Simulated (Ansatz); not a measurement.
# Field gradients against strain in PbS

```
CELL_PARAMETERS angstrom
0.00000 2.96500 2.96500
2.96500 0.00000 2.96500
2.96500 2.96500 0.00000
ATOMIC_POSITIONS crystal
Pb 0.00000 0.00000 0.00000
S 0.50000 0.50000 0.50000
```

Atoms are numbered in the order listed.

Conventional cell: a = 5.930 Å, b = 5.930 Å, c = 5.930 Å, α = 90.00°, β = 90.00°, γ = 90.00°. Pb (atom 1) has 6 S at 2.96 Å as nearest neighbours. S (atom 2) is surrounded by 6 Pb at 2.96 Å.

The geometry is COD entry 9000001, unchecked; take it as a test cell.

Level of theory: DFT, LDA, all-electron PAW with datasets made for the crystal, scalar-relativistic (Ansatz 0.2.0).

The runs use a Γ-centred 8×8×8 k mesh, Fermi–Dirac smearing of 0.01 eV, cutoff 260 eV (chosen by the program for this cell), no spin polarisation.

The strain is applied along the Cartesian axes of the cell as listed (the other components stay zero). Fractional coordinates are held (clamped ions).

The columns are Cartesian components of the electric field gradient at the nuclei, in 10²¹ V/m².

No spin–orbit coupling: at heavy atoms the gradients can be off by tens of per cent for that reason.

Only quantities that a quadratic follows smoothly over the whole series are listed; rougher ones are left out.

```
    εzz  Vzz at Pb1  Vzz at S2
-0.0300      -10.34      -0.46
-0.0200       -6.76      -0.29
-0.0100       -3.31      -0.14
 0.0000        0.00       0.00
 0.0100        3.19       0.12
 0.0300        9.19       0.32
```

(1) Fit the series and give the gradient–strain slopes.

(2) One run, at εzz = 0.0200, is withheld. Predict its row.

Answers

(1) Least-squares fits y = p0 + p1 x + p2 x² to the rows give Vzz at Pb1: p1 = 325, p2 = -640; Vzz at S2: p1 = 13, p2 = -76. The slopes p1 are in 10²¹ V/m² per unit strain, for clamped ions.

(2) The fits give 6.26, 0.23; the run gave 6.25, 0.23.
